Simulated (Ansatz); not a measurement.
# Mg: enthalpy against pressure

Mg, P6_3/mmc, a = 3.189 Å, c = 10.252 Å. Ansatz: PBEsol, PAW, 420 eV, Γ-centred 18×18×4 mesh on 4 atoms, Gaussian smearing 0.10 eV; no spin polarisation. Cell and atoms are relaxed at each pressure, and no other structure is tried, so the rows at high pressure may lie past a change of phase. y is the enthalpy over the state at zero pressure; there V0 = 22.580 Å³/atom. The pressures are the targets, met within 0.06 GPa.

```tsv
P (GPa)	y (eV/atom)
-3.0	-0.4428
0.0	0.0000
3.0	0.4074
8.0	1.0341
15.0	?
30.0	3.3701
60.0	5.9970
```

Task: Fit y = c1 P + c2 P² + c3 P³ to the other rows, say what c1 and c2 mean, and predict the missing value.

Result: Least squares on the rows shown. y = 0.13912 P − 0.0011362 P² + 8.0569×10⁻⁶ P³. Since dH/dP = V, c1 is V0: 0.13912 eV/GPa × 160.2 = 22.287 Å³ against 22.580; c2 = −V0/(2B0) gives B0 = 61 GPa, where a Birch–Murnaghan fit to the volumes of the same runs (not shown) gives 37 GPa: a cubic over this range folds the higher terms into c2. Above P = −c2/(3 c3) = 47 GPa the cubic's slope, the volume, would rise with pressure, so the form fails there. At P = 15.0 the fit asked for gives 1.8583 eV/atom. The run gave 1.8367 eV/atom, so the fit is 0.0216 eV/atom too high, 0.34 % of the span of the series, against an rms of 0.0082 eV/atom on the fitted rows. With a term in P⁴ added, a fit to the same known rows predicts 1.8242 eV/atom, a smaller miss on the other side. Also, this row ran on the mesh 18×18×6, its neighbour on 18×18×4, which can shift it a little.

The mesh isn't the same in all rows (18×18×4, 18×18×6).